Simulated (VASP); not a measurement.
A run of VASP 6.6.1 is set up as follows.

The input INCAR:

```
SYSTEM = H
PREC = Accurate
ENCUT = 520
EDIFF = 1E-7
ISMEAR = 0
SIGMA = 0.02
LREAL = .False.
LASPH = .True.
NELM = 80
ALGO = Fast
ISIF = 2
LWAVE = .False.
LCHARG = .False.
GGA = PE
NBANDS = 10
```

The input KPOINTS:

```
Automatic mesh
0
Gamma
  6 6 6
  0 0 0
```

The input POSCAR:

```
H
1.0
    3.6355955044      0.0000000000      0.0000000000
    0.0000000000      3.6355955044      0.0000000000
    0.0000000000      0.0000000000      4.7006340819
H
4
Direct
    0.0000000000      0.0000000000      0.9201505568
    0.0000000000      0.0000000000      0.0798494432
    0.5000000000      0.5000000000      0.4201505568
    0.5000000000      0.5000000000      0.5798494432
```

Potentials or basis: VASP PAW PBE potentials, release 64 (H).

Launch:

```console
$ cat potpaw_PBE.64/H/POTCAR > POTCAR
$ mpirun -np 1 vasp_std > vasp.out
```

(1) Predict the largest force.

(2) Estimate the pressure.

(3) What does it give for the band gap on the k mesh?

## Answers

(1) 0.010 eV/Å.

(2) -0.1 GPa.

(3) 9.32 eV.
